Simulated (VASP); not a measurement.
# HgTe (zincblende): one PBE relaxation of cell and atoms in two programs

Start cell

```yaml
crystal:
  lattice:
    - [0.00000, 3.10730, 3.10730]
    - [3.10730, 0.00000, 3.10730]
    - [3.10730, 3.10730, 0.00000]
  atoms:
    - { symbol: Hg, position: [0.00000, 0.00000, 0.00000] }
    - { symbol: Te, position: [0.25000, 0.25000, 0.25000] }
```

The two codes use different PAW datasets and cutoffs. VASP's cell holds 18 valence electrons and Ansatz's 36.

Cutoffs: 600 eV in VASP, 420 eV in Ansatz. k meshes: 6×6×6 and 6×6×6.

```csv
,VASP,Ansatz
relaxed cell vector lengths,"4.708, 4.708, 4.708 Å","4.704, 4.704, 4.704 Å"
relaxed cell volume,73.81 Å³,73.59 Å³
```
